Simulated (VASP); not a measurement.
Here is a VASP 6.6.1 calculation.

File run.py:

```python
from ase.calculators.vasp import Vasp
from ase.dft.bandgap import bandgap
from ase.io import read

atoms = read('PbSe.xyz')
calc = Vasp(
    directory='calc',
    xc='pbe',
    pp='PBE',
    setups='minimal',
    prec='Accurate',
    encut=500,
    ediff=1e-06,
    ismear=0,
    sigma=0.05,
    lreal=False,
    lasph=True,
    nelm=80,
    algo='Normal',
    isif=2,
    lwave=False,
    lcharg=False,
    kpts=[6, 6, 3],
    gamma=True,
)
atoms.calc = calc

print('energy (eV):', atoms.get_potential_energy())
print('free energy (eV):', atoms.get_potential_energy(force_consistent=True))
print('forces (eV/A):')
print(atoms.get_forces())
print('stress (eV/A^3, Voigt):', atoms.get_stress())
print('Fermi level (eV):', calc.get_fermi_level())
gap, top, bottom = bandgap(calc)
print('band gap (eV):', gap, 'from (spin, k, band)', top, 'to', bottom)
```

PbSe.xyz

```xyz
4
Lattice="4.4148899595 0.0000000000 0.0000000000 -0.0103110241 4.4148779187 0.0000000000 -2.2022894676 -2.2074389594 12.0007990000" Properties=species:S:1:pos:R:3 pbc="T T T"
Pb     2.1917951787      2.1989734309      7.4218101360
Pb    -0.0254038806      0.0380650774      4.5888175184
Se    -0.1072463868      0.0509874251      7.4788259320
Se     2.1813541202      2.2556163146      4.5358819940
```

Potentials or basis: VASP PAW PBE potentials, release 64 (Pb, Se).

Run with:

```sh
$ python run.py
```

**Question.** What does it give for the band gap on the k mesh?

**Answer.** 1.56 eV, direct.

**Question.** Estimate the largest force.

**Answer.** 0.257 eV/Å.

Forces in eV/Å, atoms in the order of the input:
```
Pb  -0.026  0.029 -0.233
Pb   0.003 -0.012  0.257
Se   0.093 -0.016 -0.202
Se  -0.070 -0.001  0.178
```

Caveat: spin-orbit coupling is left out, which as a rule narrows the gap of such compounds by several tenths of an eV.
